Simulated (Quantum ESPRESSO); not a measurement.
# TaN (Fm-3m) in Quantum ESPRESSO: further runs

Aim: see how the results for TaN move with the level of theory and the settings. Levels: LDA, PBEsol. Tasks: band structure, single point, equation of state.

Everything below comes from runs of Quantum ESPRESSO 7.5. Logs are shortened: lines on timing, memory, paths and dates and some standing lists are left out, and cuts for length are marked.

## 1. The crystal as given

The structure is cubic, space group Fm-3m (No. 225). The conventional cell has a = 4.423 Å, b = 4.423 Å, c = 4.423 Å, α = 90.00°, β = 90.00°, γ = 90.00°. Around Ta (site symmetry m-3m) lie 6 N at 2.21 Å. Around N (site symmetry m-3m) lie 6 Ta at 2.21 Å.

The cell comes from a database or a generator and needn't be the stable form of this composition.

## 2. Band structure, LDA, spin-orbit coupling, no magnetisation

Input file pw.in:

```
&CONTROL
  calculation = 'scf'
  prefix = 'pwscf'
  outdir = './tmp'
  pseudo_dir = './pseudo'
  tprnfor = .true.
  tstress = .true.
  disk_io = 'low'
/
&SYSTEM
  ibrav = 0
  A = 3.12728298
  nat = 2
  ntyp = 2
  ecutwfc = 84
  nbnd = 30
  input_dft = 'pz'
  occupations = 'smearing'
  smearing = 'fd'
  degauss = 0.00367493
  noncolin = .true.
  lspinorb = .true.
/
&ELECTRONS
  conv_thr = 4d-10
  electron_maxstep = 120
  mixing_beta = 0.5
/
ATOMIC_SPECIES
Ta   180.9479 Ta.upf
N     14.0070 N.upf
CELL_PARAMETERS alat
   0.0000000000    0.7071067806    0.7071067806
   0.7071067806    0.0000000000    0.7071067806
   0.7071067806    0.7071067806    0.0000000000
ATOMIC_POSITIONS alat
Ta     0.7071067806    0.7071067806    0.7071067806
N      0.0000000000    0.0000000000    0.0000000000
K_POINTS automatic
10 10 10 0 0 0
```

Input file bands.in:

```
&CONTROL
  calculation = 'bands'
  prefix = 'pwscf'
  outdir = './tmp'
  pseudo_dir = './pseudo'
  disk_io = 'low'
  verbosity = 'high'
/
&SYSTEM
  ibrav = 0
  A = 3.12728298
  nat = 2
  ntyp = 2
  ecutwfc = 84
  nbnd = 30
  input_dft = 'pz'
  occupations = 'smearing'
  smearing = 'fd'
  degauss = 0.00367493
  noncolin = .true.
  lspinorb = .true.
/
&ELECTRONS
  conv_thr = 1d-08
  electron_maxstep = 120
  mixing_beta = 0.5
  diago_full_acc = .true.
/
ATOMIC_SPECIES
Ta   180.9479 Ta.upf
N     14.0070 N.upf
CELL_PARAMETERS alat
   0.0000000000    0.7071067806    0.7071067806
   0.7071067806    0.0000000000    0.7071067806
   0.7071067806    0.7071067806    0.0000000000
ATOMIC_POSITIONS alat
Ta     0.7071067806    0.7071067806    0.7071067806
N      0.0000000000    0.0000000000    0.0000000000
K_POINTS crystal
60
 0.0000000000  0.0000000000  0.0000000000 1
 0.0625000000  0.0000000000  0.0625000000 1
 0.1250000000  0.0000000000  0.1250000000 1
 0.1875000000  0.0000000000  0.1875000000 1
 0.2500000000  0.0000000000  0.2500000000 1
 0.3125000000  0.0000000000  0.3125000000 1
 0.3750000000  0.0000000000  0.3750000000 1
 0.4375000000  0.0000000000  0.4375000000 1
 0.5000000000  0.0000000000  0.5000000000 1
 0.5000000000  0.0625000000  0.5625000000 1
 0.5000000000  0.1250000000  0.6250000000 1
 0.5000000000  0.1875000000  0.6875000000 1
 0.5000000000  0.2500000000  0.7500000000 1
 0.4375000000  0.3125000000  0.7500000000 1
 0.3750000000  0.3750000000  0.7500000000 1
 0.3375000000  0.3375000000  0.6750000000 1
 0.3000000000  0.3000000000  0.6000000000 1
 0.2625000000  0.2625000000  0.5250000000 1
 0.2250000000  0.2250000000  0.4500000000 1
 0.1875000000  0.1875000000  0.3750000000 1
 0.1500000000  0.1500000000  0.3000000000 1
 0.1125000000  0.1125000000  0.2250000000 1
 0.0750000000  0.0750000000  0.1500000000 1
 0.0375000000  0.0375000000  0.0750000000 1
 0.0000000000  0.0000000000  0.0000000000 1
 0.0625000000  0.0625000000  0.0625000000 1
 0.1250000000  0.1250000000  0.1250000000 1
 0.1875000000  0.1875000000  0.1875000000 1
 0.2500000000  0.2500000000  0.2500000000 1
 0.3125000000  0.3125000000  0.3125000000 1
 0.3750000000  0.3750000000  0.3750000000 1
 0.4375000000  0.4375000000  0.4375000000 1
 0.5000000000  0.5000000000  0.5000000000 1
 0.5250000000  0.4500000000  0.5250000000 1
 0.5500000000  0.4000000000  0.5500000000 1
 0.5750000000  0.3500000000  0.5750000000 1
 0.6000000000  0.3000000000  0.6000000000 1
 0.6250000000  0.2500000000  0.6250000000 1
 0.5833333333  0.2500000000  0.6666666667 1
 0.5416666667  0.2500000000  0.7083333333 1
 0.5000000000  0.2500000000  0.7500000000 1
 0.5000000000  0.2857142857  0.7142857143 1
 0.5000000000  0.3214285714  0.6785714286 1
 0.5000000000  0.3571428571  0.6428571429 1
 0.5000000000  0.3928571429  0.6071428571 1
 0.5000000000  0.4285714286  0.5714285714 1
 0.5000000000  0.4642857143  0.5357142857 1
 0.5000000000  0.5000000000  0.5000000000 1
 0.4821428571  0.4821428571  0.5357142857 1
 0.4642857143  0.4642857143  0.5714285714 1
 0.4464285714  0.4464285714  0.6071428571 1
 0.4285714286  0.4285714286  0.6428571429 1
 0.4107142857  0.4107142857  0.6785714286 1
 0.3928571429  0.3928571429  0.7142857143 1
 0.3750000000  0.3750000000  0.7500000000 1
 0.6250000000  0.2500000000  0.6250000000 1
 0.5937500000  0.1875000000  0.5937500000 1
 0.5625000000  0.1250000000  0.5625000000 1
 0.5312500000  0.0625000000  0.5312500000 1
 0.5000000000  0.0000000000  0.5000000000 1
```

Potentials or basis: PseudoDojo 0.4 FR PBE standard.

Started as:

```
> OMP_NUM_THREADS=1 pw.x -in pw.in > pw.out
> OMP_NUM_THREADS=1 pw.x -in bands.in > bands.out
```

pw.out:

```text
This program is part of the open-source Quantum ESPRESSO suite
     for quantum simulation of materials; please cite
         "P. Giannozzi et al., J. Phys.:Condens. Matter 21 395502 (2009);
         "P. Giannozzi et al., J. Phys.:Condens. Matter 29 465901 (2017);
         "P. Giannozzi et al., J. Chem. Phys. 152 154105 (2020);
     in publications or presentations arising from this work. More details at

     IMPORTANT: XC functional enforced from input :
     Exchange-correlation= PZ
                           (   1   1   0   0   0   0   0)
     Any further DFT definition will be discarded
     Please, verify this is what you really want

     Message from routine setup:
     using ibrav=0 with symmetry is DISCOURAGED, use correct ibrav instead

     G-vector sticks info
     --------------------
     sticks:   dense  smooth     PW     G-vecs:    dense   smooth      PW
     Sum         805     805    253                15089    15089    2637

     Using Slab Decomposition

     bravais-lattice index     =            0
     lattice parameter (alat)  =       5.9097  a.u.
     unit-cell volume          =     145.9430 (a.u.)^3
     number of atoms/cell      =            2
     number of atomic types    =            2
     number of electrons       =        18.00
     number of Kohn-Sham states=           30
     kinetic-energy cutoff     =      84.0000  Ry
     charge density cutoff     =     336.0000  Ry
     scf convergence threshold =      4.0E-10
     mixing beta               =       0.5000
     number of iterations used =            8  plain     mixing
     Exchange-correlation= PZ
                           (   1   1   0   0   0   0   0)
     Non magnetic calculation with spin-orbit

     celldm(1)=   5.909708  celldm(2)=   0.000000  celldm(3)=   0.000000
     celldm(4)=   0.000000  celldm(5)=   0.000000  celldm(6)=   0.000000

     crystal axes: (cart. coord. in units of alat)
               a(1) = (   0.000000   0.707107   0.707107 )
               a(2) = (   0.707107   0.000000   0.707107 )
               a(3) = (   0.707107   0.707107   0.000000 )

     reciprocal axes: (cart. coord. in units 2 pi/alat)
               b(1) = ( -0.707107  0.707107  0.707107 )
               b(2) = (  0.707107 -0.707107  0.707107 )
               b(3) = (  0.707107  0.707107 -0.707107 )

     PseudoPot. # 1 for Ta read from file:
     Ta.upf
     Pseudo is Norm-conserving + core correction, Zval = 13.0
     Generated using ONCVPSP code by D. R. Hamann
     Using radial grid of 1484 points, 14 beta functions with:
                l(1) =   0
                l(2) =   0
                l(3) =   1
                l(4) =   1
                l(5) =   1
                l(6) =   1
                l(7) =   2
                l(8) =   2
                l(9) =   2
               l(10) =   2
               l(11) =   3
               l(12) =   3
               l(13) =   3
               l(14) =   3

     PseudoPot. # 2 for N  read from file:
     N.upf
     Pseudo is Norm-conserving + core correction, Zval =  5.0
     Generated using ONCVPSP code by D. R. Hamann
     Using radial grid of 1058 points,  6 beta functions with:
                l(1) =   0
                l(2) =   0
                l(3) =   1
                l(4) =   1
                l(5) =   1
                l(6) =   1

     atomic species   valence    mass     pseudopotential
     Ta               13.00   180.94790     Ta( 1.00)
     N                 5.00    14.00700     N ( 1.00)

     48 Sym. Ops., with inversion, found

   Cartesian axes

     site n.     atom                  positions (alat units)
         1        Ta     tau(   1) = (   0.7071068   0.7071068   0.7071068  )
         2        N      tau(   2) = (   0.0000000   0.0000000   0.0000000  )

     number of k points=    47  Fermi-Dirac smearing, width (Ry)=  0.0037
                       cart. coord. in units 2pi/alat
        k(    1) = (   0.0000000   0.0000000   0.0000000), wk =   0.0010000
        k(    2) = (   0.0707107   0.0707107  -0.0707107), wk =   0.0080000
        k(    3) = (   0.1414214   0.1414214  -0.1414214), wk =   0.0080000
        k(    4) = (   0.2121320   0.2121320  -0.2121320), wk =   0.0080000
        k(    5) = (   0.2828427   0.2828427  -0.2828427), wk =   0.0080000
        k(    6) = (  -0.3535534  -0.3535534   0.3535534), wk =   0.0040000
[... 39 lines left out ...]
        k(   46) = (  -0.0707107  -0.3535534   0.6363961), wk =   0.0240000
        k(   47) = (  -0.7071068   0.2828427   0.0000000), wk =   0.0120000

     Dense  grid:    15089 G-vectors     FFT dimensions: (  36,  36,  36)

     Initial potential from superposition of free atoms

     starting charge      17.9991, renormalised to      18.0000
     Starting wfcs are   28 randomized atomic wfcs +    2 random wfcs

     Self-consistent Calculation

     iteration #  1     ecut=    84.00 Ry     beta= 0.50
     Davidson diagonalization with overlap
     ethr =  1.00E-02,  avg # of iterations =  4.3

     total energy              =    -150.82529494 Ry
     estimated scf accuracy    <       0.40510705 Ry

     iteration #  2     ecut=    84.00 Ry     beta= 0.50
     Davidson diagonalization with overlap
     ethr =  2.25E-03,  avg # of iterations =  2.0
[... 50 lines left out ...]
     total energy              =    -150.98157705 Ry
     estimated scf accuracy    <          2.7E-09 Ry

     iteration # 10     ecut=    84.00 Ry     beta= 0.50
     Davidson diagonalization with overlap
     ethr =  1.53E-11,  avg # of iterations =  2.0

     End of self-consistent calculation

          k = 0.0000 0.0000 0.0000 (  1917 PWs)   bands (ev):

   -48.0761 -48.0761 -20.8663 -20.8663 -12.1200 -12.1200 -12.1200 -12.1200
     2.2525   2.2525  17.0165  17.0165  17.2227  17.2227  17.2227  17.2227
    18.6513  18.6513  18.6513  18.6513  19.0193  19.0193  20.9434  20.9434
    20.9434  20.9434  22.2885  22.2885  30.0835  30.0835

          k = 0.0707 0.0707-0.0707 (  1898 PWs)   bands (ev):

   -48.0709 -48.0709 -20.8848 -20.8848 -12.1980 -12.1980 -12.1294 -12.1294
     2.4902   2.4902  16.0336  16.0336  16.3904  16.3904  16.4199  16.4199
    19.0347  19.0347  19.0702  19.0702  19.3913  19.3913  21.8462  21.8462
    21.8508  21.8508  22.9968  22.9968  30.7974  30.7974
[... 190 lines left out ...]
          k = 0.0000-0.5657 0.5657 (  1896 PWs)   bands (ev):

   -48.0044 -48.0044 -21.1116 -21.1116 -12.7964 -12.7964 -12.5074 -12.5074
     3.8928   3.8928  13.7144  13.7144  14.3200  14.3200  15.2559  15.2559
    17.9945  17.9945  23.4515  23.4515  23.8077  23.8077  25.0049  25.0049
    25.5604  25.5604  28.3664  28.3664  30.6323  30.6323

          k =-0.7071 0.0000 0.0000 (  1868 PWs)   bands (ev):

   -48.0038 -48.0038 -21.1129 -21.1129 -12.8256 -12.8256 -12.4662 -12.4662
     3.4780   3.4780  14.2596  14.2596  15.5088  15.5088  16.2338  16.2338
    16.5619  16.5619  22.8896  22.8896  24.0460  24.0460  24.6027  24.6027
    25.3915  25.3915  27.4414  27.4414  29.6587  29.6587

          k = 0.2828 0.1414 0.0000 (  1907 PWs)   bands (ev):

   -48.0466 -48.0466 -20.9706 -20.9706 -12.4830 -12.4830 -12.2299 -12.2299
     3.4986   3.4986  13.1475  13.1475  15.0169  15.0169  15.4197  15.4197
    18.5912  18.5912  21.2473  21.2473  21.6945  21.6945  22.3140  22.3140
    24.2758  24.2758  27.0586  27.0586  33.7057  33.7057

          k = 0.3536 0.2121-0.0707 (  1901 PWs)   bands (ev):

   -48.0319 -48.0319 -21.0221 -21.0221 -12.6497 -12.6497 -12.2819 -12.2819
     4.1021   4.1021  12.3336  12.3336  14.1873  14.1873  14.7480  14.7480
    19.2651  19.2651  21.9022  21.9022  22.7597  22.7597  23.5678  23.5678
    25.7878  25.7878  28.1721  28.1721  32.6950  32.6950
[... 64 lines left out ...]
          k =-0.0000-0.4243 0.5657 (  1899 PWs)   bands (ev):

   -48.0061 -48.0061 -21.1068 -21.1068 -12.7778 -12.7778 -12.5166 -12.5166
     4.2521   4.2521  12.9042  12.9042  14.0718  14.0718  14.5097  14.5097
    19.8403  19.8403  21.8798  21.8798  23.7696  23.7696  25.0844  25.0844
    26.2053  26.2053  30.1332  30.1332  31.7463  31.7463

          k =-0.7071 0.1414 0.0000 (  1888 PWs)   bands (ev):

   -48.0037 -48.0037 -21.1132 -21.1132 -12.8044 -12.8044 -12.4995 -12.4995
     3.6886   3.6886  14.1213  14.1213  14.9069  14.9069  15.2614  15.2614
    17.6105  17.6105  23.5253  23.5253  23.6921  23.6921  24.4691  24.4691
    25.6805  25.6805  27.9183  27.9183  30.2167  30.2167

          k =-0.1414-0.4243 0.7071 (  1894 PWs)   bands (ev):

   -48.0082 -48.0082 -21.0998 -21.0998 -12.7661 -12.7661 -12.4978 -12.4978
     4.2175   4.2175  12.9344  12.9344  14.1053  14.1053  14.4822  14.4822
    19.6929  19.6929  22.0023  22.0023  23.8630  23.8630  24.4903  24.4903
    26.5571  26.5571  29.8145  29.8145  31.1230  31.1230

          k =-0.0707-0.3536 0.6364 (  1888 PWs)   bands (ev):

   -48.0054 -48.0054 -21.1087 -21.1087 -12.7630 -12.7630 -12.5411 -12.5411
     4.2312   4.2312  13.0703  13.0703  13.9994  13.9994  14.4807  14.4807
    20.6703  20.6703  20.8383  20.8383  24.0758  24.0758  25.1763  25.1763
    25.6887  25.6887  30.5737  30.5737  31.6365  31.6366

          k =-0.7071 0.2828 0.0000 (  1892 PWs)   bands (ev):

   -48.0037 -48.0037 -21.1137 -21.1137 -12.7549 -12.7549 -12.5683 -12.5683
     4.0670   4.0670  13.7138  13.7138  13.9980  13.9980  14.5594  14.5594
    19.6025  19.6025  21.7834  21.7834  24.1712  24.1712  24.8109  24.8109
    25.4770  25.4770  29.9966  29.9966  31.6404  31.6404

     the Fermi energy is    20.9015 ev

!    total energy              =    -150.98157705 Ry
     estimated scf accuracy    <          2.5E-10 Ry
     smearing contrib. (-TS)   =      -0.00047439 Ry
     internal energy E=F+TS    =    -150.98110265 Ry

     The total energy is F=E-TS. E is the sum of the following terms:
     one-electron contribution =      -7.24087565 Ry
     hartree contribution      =      15.13586700 Ry
     xc contribution           =     -35.49979101 Ry
     ewald contribution        =    -123.37630299 Ry

     convergence has been achieved in  10 iterations

     Forces acting on atoms (cartesian axes, Ry/au):

     atom    1 type  1   force =    -0.00000000    0.00000000    0.00000000
     atom    2 type  2   force =    -0.00000000    0.00000000    0.00000000

     Total force =     0.000000     Total SCF correction =     0.000000

     Computing stress (Cartesian axis) and pressure

          total   stress  (Ry/bohr**3)                   (kbar)     P=     -140.90
  -0.00095780  -0.00000000  -0.00000000         -140.90       -0.00       -0.00
  -0.00000000  -0.00095780  -0.00000000           -0.00     -140.90       -0.00
  -0.00000000  -0.00000000  -0.00095780           -0.00       -0.00     -140.90

=------------------------------------------------------------------------------=
   JOB DONE.
=------------------------------------------------------------------------------=
```

Wall time 1.8 min (1 thread of INTEL XEON PLATINUM 8581C at 2.10GHz (Emerald Rapids), shared host); peak memory 0.16 GiB.

Results:

| Quantity | Value |
| --- | --- |
| Free energy | -2054.2090 eV |
| Pressure | -14.1 GPa |
| Band gap on the k mesh | none (metal or under the smearing width) |

Levels at the corners of the path, in eV from the Fermi level:
| point | band 15 | band 16 | band 17 | band 18 | band 19 | band 20 | band 21 | band 22 |
| --- | --- | --- | --- | --- | --- | --- | --- | --- |
| Γ | -3.68 | -3.68 | -2.25 | -2.25 | -2.25 | -2.25 | -1.88 | -1.88 |
| X | -4.67 | -4.67 | -4.34 | -4.34 | 1.99 | 1.99 | 3.14 | 3.14 |
| W | -6.38 | -6.38 | -0.27 | -0.27 | -0.13 | -0.13 | 3.30 | 3.30 |
| K | -6.03 | -6.03 | -2.21 | -2.21 | 2.25 | 2.25 | 2.59 | 2.59 |
| Γ | -3.68 | -3.68 | -2.25 | -2.25 | -2.25 | -2.25 | -1.88 | -1.88 |
| L | -7.44 | -7.44 | 1.69 | 1.69 | 1.75 | 1.75 | 2.16 | 2.16 |
| U | -6.03 | -6.03 | -2.21 | -2.21 | 2.25 | 2.25 | 2.59 | 2.59 |
| W | -6.38 | -6.38 | -0.27 | -0.27 | -0.13 | -0.13 | 3.30 | 3.30 |
| L | -7.44 | -7.44 | 1.69 | 1.69 | 1.75 | 1.75 | 2.16 | 2.16 |
| K | -6.03 | -6.03 | -2.21 | -2.21 | 2.25 | 2.25 | 2.59 | 2.59 |
| U | -6.03 | -6.03 | -2.21 | -2.21 | 2.25 | 2.25 | 2.59 | 2.59 |
| X | -4.67 | -4.67 | -4.34 | -4.34 | 1.99 | 1.99 | 3.14 | 3.14 |

Caveat: the potentials were made for another functional, which shifts forces and pressure.

(Part 1 of 2 ends here.)
